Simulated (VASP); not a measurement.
H10CO5: single point with PBE+D3(BJ)

H10CO5:

```xyz
16
Lattice="5.4614 0.0000 0.0000 0.0000 5.4614 0.0000 0.0000 0.0000 5.4614" Properties=species:S:1:pos:R:3 pbc="T T T"
O     3.7550    4.0870    6.4606
O     0.6845    0.6788    3.1074
O     4.4448    2.8133    3.7785
O     2.7985    0.8777   -0.5456
O     1.2344    2.3844    1.0272
H     3.3598    4.9804    6.2738
H     3.8889    3.6820    5.5686
H     0.1081    1.4246    3.4287
H     1.0630    1.1699    2.3243
H     3.6426    2.2503    3.9904
H     4.1904    3.3688    3.0250
H     2.1545    1.4733   -0.0936
H     2.1143    0.4440   -1.2356
H     1.0594    4.3490    0.5290
H     0.8423    3.8562    2.3689
C     1.0192    3.5525    1.2980
```

The cell was built by a generator and needn't be a form met in nature.

```
Program             : VASP 6.6.1
Task                : single point
Functional          : PBE
Dispersion          : D3(BJ)
Potentials or basis : VASP PAW PBE potentials, release 64 (O, H, C)
Cutoff              : 520 eV
k mesh              : 1 × 1 × 1
Occupations         : fermi-dirac, width 0.02 eV
Spin                : no spin polarisation
```

The pressure is -1.5 GPa. The largest force is 2.397 eV/Å, the band gap on the k mesh is 4.09 eV, direct and the dispersion energy per atom is -0.038 eV.

Forces in eV/Å, atoms in the order of the input:
```
O   -0.199  0.362  0.059
O    0.324  0.601 -0.185
O   -0.551 -0.299  0.582
O   -1.517 -1.024 -1.547
O   -0.193 -1.045 -0.561
H    0.511 -0.345 -0.355
H    0.046  0.257  0.172
H   -0.158 -0.337  0.314
H   -0.091 -0.469  0.153
H    0.539 -0.173 -0.002
H   -0.095  0.195 -0.454
H    0.061  0.172  0.246
H    1.285  1.157  1.146
H   -0.160  0.036 -0.002
H   -0.025  0.014 -0.668
C    0.222  0.898  1.100
```

Stress tensor (GPa, compression positive):
```
-2.26 -0.05 -1.31
-0.05 -0.64  0.44
-1.31  0.44 -1.63
```

Levels at points of the mesh, in eV from the valence-band top:
| k point | band 20 | band 21 | band 22 | band 23 | band 24 | band 25 |
| --- | --- | --- | --- | --- | --- | --- |
| (0.00, 0.00, 0.00) | -0.84 | -0.39 | 0.00 | 4.09 | 4.85 | 7.78 |

Wall time 17 s on 1 thread of Intel(R) Xeon(R) Platinum 8488C (Sapphire Rapids), on a shared host, peak memory 0.23 GiB.

Caveat: the standard files for N, O and F lose accuracy on very short bonds.
